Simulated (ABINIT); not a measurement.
Runs of ABINIT 10.8.3 (patched build) on MgS (Niningerite). The structure is cubic, space group Fm-3m (No. 225). The conventional cell has a = 5.203 Å, b = 5.203 Å, c = 5.203 Å, α = 90.00°, β = 90.00°, γ = 90.00°. S (site symmetry m-3m) is surrounded by 6 Mg at 2.60 Å. Mg (site symmetry m-3m) is surrounded by 6 S at 2.60 Å. 

```csv
task,level,potentials or basis,cell,cutoff (eV),cell freedom (optcell),cutoff smearing ecutsm (Ha),optimiser (ionmov),force stop (Ha/bohr),fine-grid cutoff,gap on the mesh (eV),pressure (GPa)
relaxation of cell and atoms,PBE,JTH PAW PBE v2.0,relaxed to 10 GPa,544,2,0.5,2,0.0001,1088.46 eV,3.11,10.0
relaxation of cell and atoms,PBE,JTH PAW PBE v2.0,relaxed,544,2,0.5,2,0.0001,1088.46 eV,(b),0.0
single point,PBEsol,PseudoDojo NC SR PBEsol v0.4.1 standard,as given,1143,-,-,-,-,-,(a),-0.9
relaxation of cell and atoms,PBE,JTH PAW PBE v2.0,relaxed to 30 GPa,544,2,0.5,2,0.0001,1088.46 eV,3.37,30.0
```

Alike in all rows: no spin polarisation; k mesh 9 × 9 × 9; smearing fermi-dirac 0.05 eV.

Task: Fill in the values left out.

Result: (a) 2.83; (b) 2.88.

Caveats: an odd mesh through Γ misses points on the zone boundary, where band edges often lie.
